Question

Nine density functionals were applied to the same zinc-blende CdSe crystal, with every atom held in place. "Gap on path" is the smallest energy difference between filled and empty bands along the chosen path. "Direct gap on path" is the smallest such difference at a single wave vector.

GPAW 26.7.0, plane-wave PAW density-functional calculations of zinc-blende CdSe at a fixed geometry, with a 600 eV cutoff, a 6 × 6 × 6 k mesh and Fermi-Dirac smearing of 0.05 eV. Both gaps are taken along the path Γ–X–W–K–Γ–L–U–W–L–K|U–X and include spin-orbit coupling, which is added after the self-consistent calculation.

```
functional                                           potentials  gap on path (eV)  direct gap on path (eV)
    revPBE                 GPAW-PAW-data-sets-(gpaw-data-1.2.1)             0.549                    0.549
      RPBE                 GPAW-PAW-data-sets-(gpaw-data-1.2.1)             0.595                    0.595
      BLYP  PAW-data-sets-made-by gpaw-setup-for-the-functional             0.336                    0.336
   C09-vdW                 GPAW-PAW-data-sets-(gpaw-data-1.2.1)             0.312                    0.312
      OLYP  PAW-data-sets-made-by gpaw-setup-for-the-functional             0.892                    0.892
      PW91  PAW-data-sets-made-by gpaw-setup-for-the-functional             0.373                    0.373
        WC  PAW-data-sets-made-by gpaw-setup-for-the-functional             0.259                    0.259
   revTPSS                 GPAW-PAW-data-sets-(gpaw-data-1.2.1)             0.618                    0.618
   vdW-DF2                 GPAW-PAW-data-sets-(gpaw-data-1.2.1)             0.212                    0.212
```

The measured gap is about 1.7 eV, a rough recalled value. For the RPBE row, the same calculation gives a gap of 0.720 eV without spin-orbit coupling. At the zone centre Γ, again without spin-orbit coupling, its Cd 4d levels form a threefold set 7.81 eV below the valence edge and a twofold set 7.46 eV below it. Measurement puts the d levels at about 10 eV, also roughly recalled.

(a) What in the table warns that these gaps can't be trusted, even before a measured value is consulted?
(b) How much of the RPBE error can spin-orbit coupling and the misplaced d levels explain?
(c) What is missing, and has OLYP, with the largest gap, supplied it?

Model answer

(a) Compare BLYP with OLYP. The atoms and the correlation part are the same, and each functional has potentials made for it, so only the exchange part differs. Yet the gap opens by 0.556 eV, which is more than the whole BLYP gap of 0.336 eV. A result that depends so strongly on the choice between two approximations is not settled by either.

The likely reason is that the two band edges sample different parts of the crystal. The valence edge is mainly Se 4p, whereas the conduction edge is s-like and has more weight near the nuclei. These functionals correct the exchange of a uniform electron gas according to how fast the density varies, and a change in that correction shifts the two edges unequally. From WC through PW91 and revPBE to RPBE the correction strengthens and the gap grows. BLYP has nearly the same exchange correction as PW91 at moderate density gradients, but a different correlation part and a slightly smaller gap. The strength of the exchange correction alone therefore doesn't fix the order.

The measured value then shows the direction of the error. All nine gaps are too small, and even OLYP reaches only about half of 1.7 eV. Taken literally, the table would place the absorption edge of CdSe in the infrared, whereas the real crystal begins to absorb only near the red end of the visible range.

(b) Take each suspect to its limit. Spin-orbit coupling splits the Se 4p levels and lifts the upper ones, while the s-like conduction edge stays where it is. The upper levels rise by about a third of the splitting, so the 0.125 eV lowering of the RPBE gap implies a splitting near 0.38 eV. That is no wider than the measured one, roughly 0.4 eV from memory. The makers of these data found splittings too wide in tests on other systems, but this estimate shows no such excess here. Switching the coupling off altogether must overcorrect, and it brings RPBE only from 0.595 to 0.720 eV.

The d levels act by repulsion between levels of equal symmetry. At Γ the threefold d set mixes with the Se 4p states: the d levels are pushed down and the valence edge is pushed up. The twofold set has no p partner and serves as a marker. For a weak coupling V across a separation D, each partner moves by

δ ≈ V² / D

The distance between the two d sets therefore estimates the push:

δ ≈ 7.81 − 7.46 ≈ 0.35 eV

If the d levels were infinitely deep, the push would vanish and the RPBE gap would rise to about 0.72 + 0.35 = 1.07 eV. That is still well short of the measured gap.

The realistic correction is smaller, because the d levels need only move from 7.8 to about 10 eV. With V unchanged, the excess push is

0.35 × (1 − 7.8/10) ≈ 0.08 eV

Adding the whole spin-orbit lowering of 0.125 eV gives about 0.2 eV, against a shortfall of 1.1 eV. The real crystal has spin-orbit coupling too, so this sum counts too much, and even so it covers only about a fifth of the error.

(c) Theory traces much of the rest to what a band gap means. The measured gap is the cost of taking an electron out of the crystal and putting one into it elsewhere. The calculation instead reads off the distance between a filled and an empty level in one common potential.

Consider a very large crystal and add one electron. Its charge spreads over all the cells, so the density at any given point hardly changes. A potential built from the local density and its gradient hardly changes either, and the newcomer enters at the conduction edge already calculated. In exact theory the potential can jump by a constant throughout the crystal as the electron number passes the filled-band value:

measured gap = exact level gap + Δ

Here Δ is that jump, called the derivative discontinuity. A functional of density and gradient has no means of producing it, and the smooth nonlocal density term in C09-vdW and vdW-DF2 isn't expected to supply it either.

The shallow d levels betray a related fault. In the limit of a single electron, as in a hydrogen atom, exact exchange cancels the electron's repulsion with itself completely. Approximate exchange leaves a remainder, which is largest for compact orbitals such as Cd 4d and raises their energy. The formula in (b) tells where p-d repulsion is expected to do most harm: in compounds whose filled d shell lies close to the anion p levels.

OLYP has not supplied Δ. It is built from the density and its gradient, like BLYP, and the large-crystal argument applies to it unchanged. Its different exchange has moved the levels apart in the common potential, which brings the number closer to experiment without adding the missing jump. Methods with nonlocal exchange, or with an explicit treatment of added and removed electrons, can supply at least part of what is missing.

Remarks on the reasoning

The estimate in (b) contains no adjusted constant, but it is good only to order of magnitude. The distance between the d sets also includes the direct effect of the crystal surroundings and mixing with empty states. The conclusion tolerates this: were the push twice as large, the share of the error covered in (b) would rise only from about a fifth to about a quarter.

Agreement between functionals is weak evidence of accuracy. RPBE and revTPSS differ by only 0.02 eV, and both miss the measured gap by about 1.1 eV. A shared defect can't be discovered by comparing methods that share it. The nine rows are also a selection, from which failed runs and some with graver warnings were left out, so their spread needn't be that of all such functionals.

The argument for Δ is theoretical. The table doesn't contain the exact level gap, so it can't divide the remaining error between the missing jump and an imperfect common potential. The fixed cell may contribute as well, if its size differs from that of the measured crystal. revTPSS also uses the kinetic energy of the orbitals and could in principle capture a little of the jump; its gap shows that any such gain is far from sufficient.

The table doesn't show that vdW-DF2 owes its lowest place to its treatment of dispersion, since its exchange part differs too. Its potentials were probably made for another functional, as were those of C09-vdW and revTPSS, and the effect of that mismatch on the gap was not tested.
